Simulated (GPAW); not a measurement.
Runs of GPAW 26.7.0 on Ti. It takes space group P6_3/mmc (No. 194, hexagonal). Conventional cell: a = 2.950 Å, b = 2.950 Å, c = 4.680 Å, α = 90.00°, β = 90.00°, γ = 120.00°. Ti (site symmetry -6m2) has 12 Ti at 2.89 to 2.95 Å as nearest neighbours. 

```tsv
level	potentials or basis	eigensolver	gap on the mesh (eV)	pressure (GPa)
SCAN	GPAW PAW data sets (gpaw-data 1.2.1), pw	-	none	-2.9
r2SCAN	GPAW PAW data sets (gpaw-data 1.2.1), pw	-	none	-2.4
vdW-DF2	GPAW PAW data sets (gpaw-data 1.2.1), pw	-	none	-
LDA	the program's PAW data sets (release 1.2.1) made for this functional, pw	-	none	-10.3
RPBE	the program's PAW data sets (release 1.2.1) made for this functional, pw	-	none	(b)
BLYP	PAW data sets generated in the run's folder for this functional, pw	davidson	none	(a)
vdW-DF-cx	GPAW PAW data sets (gpaw-data 1.2.1), pw	-	none	-
```

Alike in all rows: task single point; no spin polarisation; cell as given; k mesh 10 × 10 × 6; cutoff (eV) 600; smearing fermi-dirac 0.05 eV.

Question: Estimate the missing entries.

Answer: (a) 0.3; (b) 1.1.

Caveats: the PAW data sets were made with another functional, which shifts forces and pressure a little (some runs).

A gap of «none» marks a metal or a gap under the smearing width.

Runs at the PBE level aren't shown here.
